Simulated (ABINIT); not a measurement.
# MgS (F-43m) in ABINIT: convergence with boxcutmin

Aim: find how far boxcutmin must go before the results for MgS settle, at PBE. This setting moves, with any that are tied to it; all else stays.

All numbers are computed with ABINIT 10.8.3 (patched build); they aren't measurements. Logs are shortened: lines on timing, memory, paths and dates and some standing lists are left out, and cuts for length are marked. The log counts tension as positive stress, the text compression.

## (1) Starting point

The structure is cubic, space group F-43m (No. 216). Conventional cell: a = 5.666 Å, b = 5.666 Å, c = 5.666 Å, α = 90.00°, β = 90.00°, γ = 90.00°. Around S (site symmetry -43m) lie 4 Mg at 2.45 Å. Mg (site symmetry -43m) has 4 S at 2.45 Å as nearest neighbours.

The cell comes from a database or a generator and needn't be the stable form of this composition.

## (2) With boxcutmin 1.3

File run.abi:

```
# Pseudopotentials
pp_dirpath "./"
pseudos "S.upf, Mg.upf"

# Structure
acell 3*1.0
rprim
     0.0000000000     5.3538209666     5.3538209666
     5.3538209666     0.0000000000     5.3538209666
     5.3538209666     5.3538209666     0.0000000000
ntypat 2
znucl 16 12
natom 2
typat 1 2
xred
     0.2500000000     0.2500000000     0.2500000000
     0.0000000000     0.0000000000     0.0000000000

# Plane-wave basis
ecut 1142.878222 eV

# k points
kptopt 1
ngkpt 8 8 8
nshiftk 1
shiftk 0.0 0.0 0.0

# Exchange and correlation
ixc 11

# Bands and occupations
nband 12
occopt 6
tsmear 0.00183747

# SCF cycle
nstep 100
tolvrs 1.0e-10
boxcutmin 1.3

# Output
iomode 3
prtwf 0
prtden 0
prteig 0
prtebands 0
enunit 2
```

Potentials or basis: PseudoDojo NC SR PBE v0.5 stringent.

The run is started by

```
> abinit run.abi > log 2>&1
```

Run time: 23 s. Hardware: 1 thread of Arm Neoverse V1, shared host; peak memory 0.08 GiB.

Results (log left out):

| Property | Result |
| --- | --- |
| Free energy | -1918.5382 eV |
| Pressure | 1.5 GPa |
| Band gap on the k mesh | 3.44 eV, direct |
| Valence electrons inside the program's atomic spheres | S 4.01; Mg 8.30 |

## (3) With boxcutmin 1.5

run.abi: that of step 2 with these lines changed.

```diff
@@ -38,3 +38,3 @@
 tolvrs 1.0e-10
-boxcutmin 1.3
+boxcutmin 1.5
```

Potentials or basis: PseudoDojo NC SR PBE v0.5 stringent.

The run is started by

```
> abinit run.abi > log 2>&1
```

Wall time 31 s (1 thread of Arm Neoverse V1, shared host); peak memory 0.08 GiB.

Results (log left out):

```yaml
Free_energy: -1918.5192 eV
Pressure: 1.0 GPa
Band_gap_on_the_k_mesh: 3.44 eV, direct
Valence_electrons_inside_the_program's_atomic_spheres: S 3.98; Mg 8.31
```

## (4) With boxcutmin 1.7

run.abi: that of step 3 with these lines changed.

```diff
@@ -38,3 +38,3 @@
 tolvrs 1.0e-10
-boxcutmin 1.5
+boxcutmin 1.7
```

The run is started by

```
> abinit run.abi > log 2>&1
```

It took 35 s on 1 thread of Arm Neoverse V1, shared host; peak memory 0.09 GiB.

Results (log left out):

```
Free energy                                           : -1918.5189 eV
Pressure                                              : 1.0 GPa
Band gap on the k mesh                                : 3.44 eV, direct
Valence electrons inside the program's atomic spheres : S 3.97; Mg 8.31
```

## (5) With boxcutmin 1.85

run.abi: that of step 4 with these lines changed.

```diff
@@ -38,3 +38,3 @@
 tolvrs 1.0e-10
-boxcutmin 1.7
+boxcutmin 1.85
```

The run is started by

```
> abinit run.abi > log 2>&1
```

Run time: 43 s. Hardware: 1 thread of Arm Neoverse V1, shared host; peak memory 0.1 GiB.

Results (log left out):

* Free energy: -1918.5188 eV
* Pressure: 1.0 GPa
* Band gap on the k mesh: 3.44 eV, direct
* Valence electrons inside the program's atomic spheres: S 3.96; Mg 8.31

## (6) With boxcutmin 2

run.abi: that of step 5 with these lines changed.

```diff
@@ -38,3 +38,3 @@
 tolvrs 1.0e-10
-boxcutmin 1.85
+boxcutmin 2.0
```

Potentials or basis: PseudoDojo NC SR PBE v0.5 stringent.

The run is started by

```
> abinit run.abi > log 2>&1
```

It took 46 s on 1 thread of Arm Neoverse V1, shared host; peak memory 0.1 GiB.

It converged, with:

- Free energy: -1918.5187 eV
- Pressure: 1.0 GPa
- Band gap on the k mesh: 3.44 eV, direct
- Valence electrons inside the program's atomic spheres: S 3.97; Mg 8.31

## (7) With boxcutmin 2.3

run.abi: that of step 6 with these lines changed.

```diff
@@ -38,3 +38,3 @@
 tolvrs 1.0e-10
-boxcutmin 2.0
+boxcutmin 2.3
```

The run is started by

```
> abinit run.abi > log 2>&1
```

It took 63 s on 1 thread of Arm Neoverse V1, shared host; peak memory 0.12 GiB.

The run converged. Its results:

| Property | Result |
| --- | --- |
| Free energy | -1918.5186 eV |
| Pressure | 1.0 GPa |
| Band gap on the k mesh | 3.44 eV, direct |
| Valence electrons inside the program's atomic spheres | S 3.97; Mg 8.31 |

## (8) With boxcutmin 2.7

run.abi: that of step 7 with these lines changed.

```diff
@@ -38,3 +38,3 @@
 tolvrs 1.0e-10
-boxcutmin 2.3
+boxcutmin 2.7
```

Potentials or basis: PseudoDojo NC SR PBE v0.5 stringent.

The run is started by

```
> abinit run.abi > log 2>&1
```

run.abo:

```text
.Version 10.8.3 of ABINIT
 Symmetries : space group F-4 3 m (#216); Bravais cF (face-center cubic)
================================================================================
 Values of the parameters that define the memory need of the present run
     intxc =       0    ionmov =       0      iscf =       7    lmnmax =       6
     lnmax =       6     mgfft =      60  mpssoang =       3    mqgrid =    3001
     natom =       2  nloc_mem =       1    nspden =       1   nspinor =       1
    nsppol =       1      nsym =      24    n1xccc =    2501    ntypat =       2
    occopt =       6   xclevel =       2
       mpw =        4006          nfft =      216000          nkpt =          29
================================================================================
================================================================================

--------------------------------------------------------------------------------
------------- Echo of variables that govern the present computation ------------
--------------------------------------------------------------------------------
 -outvars: echo values of preprocessed input variables --------
            acell      1.0000000000E+00  1.0000000000E+00  1.0000000000E+00 Bohr
              amu      3.20660000E+01  2.43050000E+01
        boxcutmin      2.70000000E+00
             ecut      4.20000000E+01 Hartree
           enunit           2
              ixc          11
         kptrlatt        8    0    0      0    8    0      0    0    8
          kptrlen      6.05715698E+01
            natom           2
            nband          12
            ngfft          60      60      60
             nkpt          29
            nstep         100
             nsym          24
           ntypat           2
           occopt           6
           prtden           0
        prtebands           0
           prteig           0
            prtwf           0
            rprim      0.0000000000E+00  5.3538209666E+00  5.3538209666E+00
                       5.3538209666E+00  0.0000000000E+00  5.3538209666E+00
                       5.3538209666E+00  5.3538209666E+00  0.0000000000E+00
          spgroup         216
           tolvrs      1.00000000E-10
           tsmear      1.83747000E-03 Hartree
            typat      1  2
           xangst      1.4165600224E+00  1.4165600224E+00  1.4165600224E+00
                       0.0000000000E+00  0.0000000000E+00  0.0000000000E+00
            xcart      2.6769104833E+00  2.6769104833E+00  2.6769104833E+00
                       0.0000000000E+00  0.0000000000E+00  0.0000000000E+00
             xred      2.5000000000E-01  2.5000000000E-01  2.5000000000E-01
                       0.0000000000E+00  0.0000000000E+00  0.0000000000E+00
            znucl       16.00000   12.00000

================================================================================

 chkinp: Checking input parameters for consistency.
[... 96 lines left out ...]
force_length_stats: {min:   0.00000000E+00, max:   0.00000000E+00, mean:   0.00000000E+00, }
...

 Integrated electronic density in atomic spheres:
 ------------------------------------------------
 Atom  Sphere_radius  Integrated_density
    1        2.00000          3.98143424
    2        2.00000          8.31002044
================================================================================

 ----iterations are completed or convergence reached----

 Mean square residual over all n,k,spin=   17.367E-10; max=  50.168E-08
 reduced coordinates (array xred) for    2 atoms
       0.250000000000      0.250000000000      0.250000000000
       0.000000000000      0.000000000000      0.000000000000
 rms dE/dt=  0.0000E+00; max dE/dt=  0.0000E+00; dE/dt below (all hartree)
    1       0.000000000000      0.000000000000      0.000000000000
    2       0.000000000000      0.000000000000      0.000000000000

 cartesian coordinates (angstrom) at end:
    1      1.41656002242869     1.41656002242869     1.41656002242869
    2      0.00000000000000     0.00000000000000     0.00000000000000

 cartesian forces (hartree/bohr) at end:
    1     -0.00000000000000    -0.00000000000000    -0.00000000000000
    2     -0.00000000000000    -0.00000000000000    -0.00000000000000
 frms,max,avg= 0.0000000E+00 0.0000000E+00   0.000E+00  0.000E+00  0.000E+00 h/b

 cartesian forces (eV/Angstrom) at end:
    1     -0.00000000000000    -0.00000000000000    -0.00000000000000
    2     -0.00000000000000    -0.00000000000000    -0.00000000000000
 frms,max,avg= 0.0000000E+00 0.0000000E+00   0.000E+00  0.000E+00  0.000E+00 e/A
 length scales=  1.000000000000  1.000000000000  1.000000000000 bohr
              =  0.529177210544  0.529177210544  0.529177210544 angstroms
 Fermi (or HOMO) energy (hartree) =   0.11862   Average Vxc (hartree)=  -0.31427
 Eigenvalues (hartree) for nkpt=  29  k points:
 kpt#   1, nband= 12, wtk=  0.00195, kpt=  0.0000  0.0000  0.0000 (reduced coord)
  -2.65899   -1.43788   -1.43788   -1.43788   -0.35962    0.05430    0.05430    0.05430
   0.18074    0.34547    0.34547    0.34547
      occupation numbers for kpt#   1
   2.00000    2.00000    2.00000    2.00000    2.00000    2.00000    2.00000    2.00000
   0.00000    0.00000    0.00000    0.00000
 prteigrs : prtvol=0 or 1, do not print more k-points.

 Fermi (or HOMO) energy (eV) =   3.22785   Average Vxc (eV)=  -8.55162
 Eigenvalues (   eV  ) for nkpt=  29  k points:
 kpt#   1, nband= 12, wtk=  0.00195, kpt=  0.0000  0.0000  0.0000 (reduced coord)
 -72.35491  -39.12664  -39.12664  -39.12664   -9.78570    1.47770    1.47770    1.47770
   4.91825    9.40067    9.40067    9.40067
 prteigrs : prtvol=0 or 1, do not print more k-points.

--- !EnergyTerms
iteration_state     : {dtset: 1, }
comment             : Components of total free energy in Hartree
kinetic             :  3.78727364986364E+01
hartree             :  2.55354242370890E+01
xc                  : -1.11191372695607E+01
Ewald energy        : -3.36102739974484E+01
psp_core            :  9.52476360643662E-01
local_psp           : -7.35786157727588E+01
non_local_psp       : -1.65568674668160E+01
internal            : -7.05042574102148E+01
'-kT*entropy'       : -3.59204019169453E-18
total_energy        : -7.05042574102148E+01
total_energy_eV     : -1.91851858037542E+03
band_energy         : -1.45872662853703E+01
...

 Cartesian components of stress tensor (hartree/bohr^3)
  sigma(1 1)= -3.32048320E-05  sigma(3 2)=  0.00000000E+00
  sigma(2 2)= -3.32048320E-05  sigma(3 1)=  0.00000000E+00
  sigma(3 3)= -3.32048320E-05  sigma(2 1)=  0.00000000E+00

-Cartesian components of stress tensor (GPa)         [Pressure=  9.7692E-01 GPa]
- sigma(1 1)= -9.76919886E-01  sigma(3 2)=  0.00000000E+00
- sigma(2 2)= -9.76919886E-01  sigma(3 1)=  0.00000000E+00
- sigma(3 3)= -9.76919886E-01  sigma(2 1)=  0.00000000E+00

== END DATASET(S) ==============================================================
================================================================================

 -outvars: echo values of variables after computation  --------
            acell      1.0000000000E+00  1.0000000000E+00  1.0000000000E+00 Bohr
           etotal     -7.0504257410E+01
            fcart     -0.0000000000E+00 -0.0000000000E+00 -0.0000000000E+00
                      -0.0000000000E+00 -0.0000000000E+00 -0.0000000000E+00
            rprim      0.0000000000E+00  5.3538209666E+00  5.3538209666E+00
                       5.3538209666E+00  0.0000000000E+00  5.3538209666E+00
                       5.3538209666E+00  5.3538209666E+00  0.0000000000E+00
           strten     -3.3204832033E-05 -3.3204832033E-05 -3.3204832033E-05
                       0.0000000000E+00  0.0000000000E+00  0.0000000000E+00
           xangst      1.4165600224E+00  1.4165600224E+00  1.4165600224E+00
                       0.0000000000E+00  0.0000000000E+00  0.0000000000E+00
             xred      2.5000000000E-01  2.5000000000E-01  2.5000000000E-01
                       0.0000000000E+00  0.0000000000E+00  0.0000000000E+00
 Calculation completed.
```

Wall time 73 s (1 thread of Arm Neoverse V1, shared host); peak memory 0.14 GiB.

What came out:

- Free energy: -1918.5186 eV
- Pressure: 1.0 GPa
- Band gap on the k mesh: 3.44 eV, direct
- Valence electrons inside the program's atomic spheres: S 3.98; Mg 8.31

## (9) Result

```tsv
boxcutmin	energy less the tightest run (meV/atom)	pressure (GPa)	SCF cycles	CPU time (s)	peak memory (GiB)
1.3	-9.79	1.54	9	23	0.08
1.5	-0.33	0.98	10	31	0.08
1.7	-0.17	0.98	10	35	0.09
1.85	-0.09	0.98	10	43	0.1
2	-0.06	0.98	10	46	0.1
2.3	-0.02	0.98	10	63	0.12
2.7	0.00	0.98	10	73	0.14
```

Against the tightest run, the energy stays within 1 meV/atom from 1.5 on; the pressure stays within 0.1 GPa from 1.5 on. The tightest run that finished is the yardstick and may itself not be fully converged.
